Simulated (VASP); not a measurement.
# Sb in VASP: notebook

Runs on Sb. Level: PBEsol. Tasks: single point.

Program: VASP 6.6.1. These are calculated values, not measurements. Logs are shortened: lines on timing, memory, paths and dates and some standing lists are left out, and cuts for length are marked.

### 1 Starting point

The cell holds a slab with vacuum, 1 atom: a = 3.355 Å, b = 3.355 Å, c = 12.000 Å, α = 90.00°, β = 90.00°, γ = 120.00°.

The slab is cut from a database's or a generator's crystal, which needn't be the stable form of the element.

### 2 Single point, PBEsol

Input file INCAR:

```
ALGO = Normal
DIPOL = 0.5 0.5 0.500
EDIFF = 1E-7
ENCUT = 300
GGA = PS
IDIPOL = 3
ISIF = 2
ISMEAR = 1
LASPH = True
LCHARG = False
LDIPOL = True
LREAL = False
LVACPOTAV = True
LVHAR = True
LWAVE = False
NBANDS = 12
NELM = 120
PREC = Accurate
SIGMA = 0.1
```

Input file KPOINTS:

```
k-points
0
Gamma
  14 14 1
```

Input file POSCAR:

```
Sb
1.0
    3.3545324200      0.0000000000      0.0000000000
   -1.6772662100      2.9051102900      0.0000000000
    0.0000000000      0.0000000000     12.0000000000
Sb
1
Direct
    0.6666666667      0.3333333333      0.5000000000
```

Potentials or basis: VASP PAW PBE potentials, release 64 (Sb).

Run with:

```sh
$ cat potpaw_PBE.64/Sb/POTCAR > POTCAR
$ mpirun -np 1 vasp_std > vasp.out
```

OUTCAR:

```text
EDIFF = 1E-7
   ENCUT = 300
   GGA = PS
   ISIF = 2
   ISMEAR = 1
   LASPH = True
   LREAL = False
   NELM = 120
   PREC = Accurate

 Found     24 irreducible k-points:

 Following reciprocal coordinates:
            Coordinates               Weight
  0.000000  0.000000  0.000000      1.000000
  0.071429  0.000000  0.000000      6.000000
  0.142857  0.000000  0.000000      6.000000
  0.214286  0.000000  0.000000      6.000000
  0.285714  0.000000  0.000000      6.000000
  0.357143  0.000000  0.000000      6.000000
   k-points           NKPTS =     24   k-points in BZ     NKDIM =     24   number of bands    NBANDS=     12
   number of dos      NEDOS =    301   number of ions     NIONS =      1
   total plane-waves  NPLWV =  28000
   dimension x,y,z NGX =    20 NGY =   20 NGZ =   70
   dimension x,y,z NGXF=    40 NGYF=   40 NGZF=  140
   ions per type =               1
   NGX,Y,Z   is equivalent  to a cutoff of   9.91,  9.91,  9.70 a.u.
   NGXF,Y,Z  is equivalent  to a cutoff of  19.82, 19.82, 19.40 a.u.
 SYSTEM =  unknown system
   PREC   = accura    normal or accurate (medium, high low for compatibility)
   ISTART =      0    job   : 0-new  1-cont  2-samecut
   ICHARG =      2    charge: 1-file 2-atom 10-const
   ISPIN  =      1    spin polarized calculation?
   LNONCOLLINEAR =      F non collinear calculations
   LSORBIT =      F    spin-orbit coupling
   LASPH  =      T    aspherical Exc in radial PAW
   ENCUT  =  300.0 eV  22.05 Ry    4.70 a.u.   4.74  4.74 16.95*2*pi/ulx,y,z
   NELM   =    120;   NELMIN=  2; NELMDL= -5     # of ELM steps
   EDIFF  = 0.1E-06   stopping-criterion for ELM
   LREAL  =      F    real-space projection
   EDIFFG = 0.1E-05   stopping-criterion for IOM
   NSW    =      0    number of steps for IOM
   IBRION =     -1    ionic relax: 0-MD 1-quasi-New 2-CG
   NFREE  =      0    steps in history (QN), initial steepest desc. (CG)
   ISIF   =      2    stress and relaxation
   ISYM   =      2    0-nonsym 1-usesym 2-fastsym
   POTIM  = 0.5000    time-step for ionic-motion
   TEBEG  =    0.0;   TEEND  =   0.0 temperature during run
   PSTRESS=    0.0 pullay stress
   NELECT =       5.0000    total number of electrons
   NUPDOWN=      -1.0000    fix difference up-down
   EMIN   =  10.00;   EMAX   =-10.00  energy-range for DOS
   EFERMI =   0.00;   METHOD = LEGACY
   ISMEAR =     1;   SIGMA  =   0.10  broadening in eV -4-tet -1-fermi 0-gaus
   EFERMI_NEDOS =   21; number of points for ismear=-14 and -15
   IALGO  =     38    algorithm
   IMIX   =      4    mixing-type and parameters
     AMIX     =   0.40;   BMIX     =  1.00
     AMIX_MAG =   1.60;   BMIX_MAG =  1.00
  volume/ion in A,a.u.               =     116.94       789.17
  Fermi-wavevector in a.u.,A,eV,Ry     =   0.572453  1.081779  4.458656  0.327702
  Thomas-Fermi vector in A             =   1.613332
   LORBIT       =      0    0 simple, 1 ext, 2 COOP (PROOUT), +10 PAW based schemes
   GGA     = PS    functional components
   LHFCALC =     F    Hartree Fock is set to
   AEXX    =    0.0000 exact exchange contribution
   IVDW    =     0    specifies the selected vdW correction
   LEPSILON=     F    determine dielectric tensor
   LRPA    =     F    only Hartree local field effects (RPA)
 non-spin polarized calculation
 Methfessel and Paxton  Order N= 1 SIGMA  =   0.10
  energy-cutoff  :      300.00
  volume of cell :      116.94
 maximum number of plane-waves:      1396
 NGX is ok and might be reduce to    20
   NGX =  9   NGY =  9   NGZ = 33

 dipolmoment           0.000000      0.000000     -0.000000 electrons x Angstroem

 number of electron       5.0000002 magnetization

 dipolmoment           0.000000      0.000000      0.000000 electrons x Angstroem

 Free energy of the ion-electron system (eV)
  ---------------------------------------------------
  ext. energy  EPLUGINS =         0.00000000
  ---------------------------------------------------
  free energy    TOTEN  =        -3.60268636 eV

  energy without entropy =       -3.60229296  energy(sigma->0) =       -3.60255523

 E-fermi :  -1.8600     XC(G=0):  -3.6432

 val. band max:       -1.8800876473   @ k =   0.3571   0.0714   0.0000
 cond. band min:      -1.7677511374   @ k =   0.2143   0.0714   0.0000
 fundamental gap:      0.1123365099
 Fermi energy:        -1.8600135725

 k-point     1 :       0.0000    0.0000    0.0000
  band No.  band energies     occupation
      1     -12.6460      2.00000
      2      -4.1635      2.00000
      3       1.7084      0.00000
      4       3.2945      0.00000
      5       3.2945      0.00000
      6       3.3882      0.00000
      7       3.8705      0.00000
      8       7.8864      0.00000
      9       8.0828      0.00000
     10       8.9704      0.00000
     11       8.9704      0.00000
     12       9.0851      0.00000

 k-point     2 :       0.0714    0.0000    0.0000
  band No.  band energies     occupation
      1     -12.5595      2.00000
      2      -4.0777      2.00000
      3       1.7974      0.00000
      4       2.5408      0.00000
      5       3.0740      0.00000
      6       3.4748      0.00000
      7       3.9603      0.00000
      8       7.9520      0.00000
      9       7.9712      0.00000
     10       8.3579      0.00000
     11       9.3086      0.00000
     12       9.5524      0.00000

 k-point     3 :       0.1429    0.0000    0.0000
  band No.  band energies     occupation
      1     -12.3018      2.00000
      2      -3.8234      2.00000
      3       0.9349      0.00000
      4       2.0654      0.00000
      5       2.5478      0.00000
      6       3.7312      0.00000
      7       4.2282      0.00000
      8       7.0130      0.00000
      9       8.0691      0.00000
     10       8.6967      0.00000
     11       9.6712      0.00000
     12      10.1858      0.00000

 k-point     4 :       0.2143    0.0000    0.0000
  band No.  band energies     occupation
      1     -11.8787      2.00000
      2      -3.4114      2.00000
      3      -0.8636     -0.00000
      4       1.9345      0.00000
      5       2.5111      0.00000
      6       4.1396      0.00000
      7       4.6743      0.00000
      8       6.2478      0.00000
      9       7.4648      0.00000
     10       9.0499      0.00000
     11       9.1572      0.00000
     12      11.3809      0.00000

 k-point     5 :       0.2857    0.0000    0.0000
  band No.  band energies     occupation
      1     -11.3058      2.00000
      2      -2.8655      2.00000
      3      -2.6042      2.00000
      4       1.3734      0.00000
      5       3.1351      0.00000
      6       4.5846      0.00000
      7       5.2961      0.00000
      8       5.6739      0.00000
      9       6.2077      0.00000
     10       9.4568      0.00000
     11       9.7585      0.00000
     12      10.5912      0.00000

 k-point     6 :       0.3571    0.0000    0.0000
  band No.  band energies     occupation
      1     -10.6238      2.00000
      2      -4.1570      2.00000
      3      -2.2391      2.00000
      4       0.9371      0.00000
      5       3.9370      0.00000
      6       4.2452      0.00000
      7       5.2648      0.00000
      8       5.9828      0.00000
      9       6.1047      0.00000
     10       8.9235      0.00000
     11       9.8750      0.00000
     12      10.5521      0.00000

 [... further k-points ...]
[... 5 lines left out ...]
  --------------------------------------------------------------------------------------
  -------------------------------------------------------------------------------------
  Total       -2.6839423     -2.6839423     -0.0010143      0.0000000      0.0000000     -0.0000000
  in kB      -36.7712074    -36.7712073     -0.0138969      0.0000000      0.0000000     -0.0000000
  external PRESSURE =     -24.5187706 kB  Pullay stress =       0.0000000 kB

 VOLUME and BASIS-vectors are now :
 -----------------------------------------------------------------------------
  energy-cutoff  :      300.00
  volume of cell :      116.94
      direct lattice vectors                 reciprocal lattice vectors
     3.354532420  0.000000000  0.000000000     0.298104139  0.172110505  0.000000000
    -1.677266210  2.905110290  0.000000000     0.000000000  0.344221011  0.000000000
     0.000000000  0.000000000 12.000000000     0.000000000  0.000000000  0.083333333

 POSITION                                       TOTAL-FORCE (eV/Angst)
 -----------------------------------------------------------------------------------
      1.67727      0.96837      6.00000         0.000000      0.000000      0.000000
 -----------------------------------------------------------------------------------
    total drift:                                0.000000     -0.000000     -0.000000

  FREE ENERGIE OF THE ION-ELECTRON SYSTEM (eV)
  ---------------------------------------------------
  free  energy   TOTEN  =        -3.6026863601 eV

  energy  without entropy=       -3.6022929599  energy(sigma->0) =       -3.60255523

 vacuum level on the upper side and lower side of the slab         3.045         3.045
```

Wall time 31 s (1 thread of Intel Xeon Platinum 8375C at 2.90GHz (Ice Lake), shared host); peak memory 0.16 GiB.

The run converged, but some of its settings lie outside the range that counts as converged, so its numbers aren't taken as properties of the slab.

What came out:

* Free energy: -3.6027 eV
* Band gap on the k mesh: none (metal or under the smearing width)
* Work function of the upper face: 4.91 eV
* Work function of the lower face: 4.91 eV

Caveat: the PAW data sets were made with another functional, which shifts forces and pressure a little.

### 3 Single point, PBEsol

This run uses another cell than the first one, of 146.18 Å³/atom, 1.250 times its volume.

INCAR: that of step 2 with these lines changed.

```diff
@@ -3,3 +3,3 @@
 EDIFF = 1E-7
-ENCUT = 300
+ENCUT = 400
 GGA = PS
```

Input file KPOINTS:

```
k-points
0
Gamma
  11 11 1
```

POSCAR: that of step 2 with these lines changed.

```diff
@@ -4,3 +4,3 @@
    -1.6772662100      2.9051102900      0.0000000000
-    0.0000000000      0.0000000000     12.0000000000
+    0.0000000000      0.0000000000     15.0000000000
 Sb
```

Potentials or basis: VASP PAW PBE potentials, release 64 (Sb).

Run with:

```sh
$ cat potpaw_PBE.64/Sb/POTCAR > POTCAR
$ mpirun -np 1 vasp_std > vasp.out
```

OUTCAR:

```text
EDIFF = 1E-7
   ENCUT = 400
   GGA = PS
   ISIF = 2
   ISMEAR = 1
   LASPH = True
   LREAL = False
   NELM = 120
   PREC = Accurate

 Found     16 irreducible k-points:

 Following reciprocal coordinates:
            Coordinates               Weight
  0.000000  0.000000  0.000000      1.000000
  0.090909 -0.000000  0.000000      6.000000
  0.181818 -0.000000  0.000000      6.000000
  0.272727  0.000000  0.000000      6.000000
  0.363636 -0.000000  0.000000      6.000000
  0.454545 -0.000000  0.000000      6.000000
   k-points           NKPTS =     16   k-points in BZ     NKDIM =     16   number of bands    NBANDS=     12
   number of dos      NEDOS =    301   number of ions     NIONS =      1
   total plane-waves  NPLWV =  56448
[... 164 lines left out ...]
 [... further k-points ...]
[... 5 lines left out ...]
  --------------------------------------------------------------------------------------
  -------------------------------------------------------------------------------------
  Total       -2.4066988     -2.4066987     -0.0020315      0.0000000     -0.0000000      0.0000000
  in kB      -26.3782778    -26.3782778     -0.0222661      0.0000000     -0.0000000      0.0000000
  external PRESSURE =     -17.5929406 kB  Pullay stress =       0.0000000 kB

 VOLUME and BASIS-vectors are now :
 -----------------------------------------------------------------------------
  energy-cutoff  :      400.00
  volume of cell :      146.18
      direct lattice vectors                 reciprocal lattice vectors
     3.354532420  0.000000000  0.000000000     0.298104139  0.172110505  0.000000000
    -1.677266210  2.905110290  0.000000000     0.000000000  0.344221011  0.000000000
     0.000000000  0.000000000 15.000000000     0.000000000  0.000000000  0.066666667

 POSITION                                       TOTAL-FORCE (eV/Angst)
 -----------------------------------------------------------------------------------
      1.67727      0.96837      7.50000         0.000000      0.000000      0.000000
 -----------------------------------------------------------------------------------
    total drift:                               -0.000000      0.000000     -0.000000

  FREE ENERGIE OF THE ION-ELECTRON SYSTEM (eV)
  ---------------------------------------------------
  free  energy   TOTEN  =        -3.5744090693 eV

  energy  without entropy=       -3.5734935232  energy(sigma->0) =       -3.57410389

 vacuum level on the upper side and lower side of the slab         2.403         2.403
```

OSZICAR:

```text
N       E                     dE             d eps       ncg     rms          rms(c)
DAV:   1     0.188656188407E+02    0.18866E+02   -0.11763E+03   384   0.194E+02
DAV:   2    -0.241645011035E+01   -0.21282E+02   -0.20471E+02   496   0.466E+01
DAV:   3    -0.356360892625E+01   -0.11472E+01   -0.11265E+01   480   0.121E+01
[... 11 lines left out ...]
DAV:  15    -0.357440426370E+01   -0.69901E-05   -0.47829E-07   396   0.202E-03    0.109E-03
DAV:  16    -0.357440833500E+01   -0.40713E-05   -0.19581E-07   396   0.957E-04    0.244E-04
DAV:  17    -0.357440884279E+01   -0.50779E-06   -0.11130E-08   404   0.276E-04    0.227E-04
DAV:  18    -0.357440905981E+01   -0.21702E-06   -0.12407E-08   396   0.270E-04    0.519E-05
DAV:  19    -0.357440906934E+01   -0.95366E-08   -0.28167E-10   444   0.680E-05
   1 F= -.35744091E+01 E0= -.35741039E+01  d E =-.915546E-03
```

stdout:

```text
POSCAR found type information on POSCAR Sb
 POSCAR found :  1 types and       1 ions
 scaLAPACK will be used
 -----------------------------------------------------------------------------
|                                                                             |
[... 23 lines left out ...]
|     field-free region was found. Please increase the size of  your cell     |
|     in the dimension of the dipole correction to obtain accurate            |
|     workfunction values.                                                    |
|                                                                             |
 -----------------------------------------------------------------------------
```

It took 35 s on 1 thread of Intel Xeon Platinum 8375C at 2.90GHz (Ice Lake), shared host; peak memory 0.21 GiB.

These settings aren't checked as converged: the numbers below hold their error.

Results:

```
Free energy                     : -3.5744 eV
Band gap on the k mesh          : none (metal or under the smearing width)
Work function of the upper face : 4.79 eV
Work function of the lower face : 4.79 eV
```

Caveat: the PAW data sets were made with another functional, which shifts forces and pressure a little.

(Continued in part 2 of 2.)
